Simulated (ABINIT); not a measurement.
FeO (Wuestite) in ABINIT: the effect of functional

Crystal: FeO (Wuestite).

```xyz
2
Lattice="0.0000 2.1554 2.1554 2.1554 0.0000 2.1554 2.1554 2.1554 0.0000" Properties=species:S:1:pos:R:3 pbc="T T T"
Fe    0.0000    0.0000    0.0000
O     2.1554    2.1554    2.1554
```

Alike in all runs:

```yaml
Program: ABINIT 10.8.3 (patched build)
Task: band structure
Potentials_or_basis: JTH PAW PBE v2.0
Cutoff: 844 eV
k_mesh: 11 × 11 × 11
Occupations: fermi-dirac, width 0.05 eV
Spin: collinear spin, ferromagnetic start
Starting_moments: "[3.0, 0.0] μB"
```

| functional | pressure (GPa) |
| --- | --- |
| PBE | -1.1 |
| LDA | -15.9 |
| PBEsol | -9.2 |
| RPBE | ? |

Problem. What does the run with functional RPBE give?

Solution. Pressure 4.2 GPa.

Caveats: a cell with one magnetic atom can't hold antiferromagnetic order, which such compounds often take; the PAW data sets were made with another functional, which shifts forces and pressure a little (some runs).
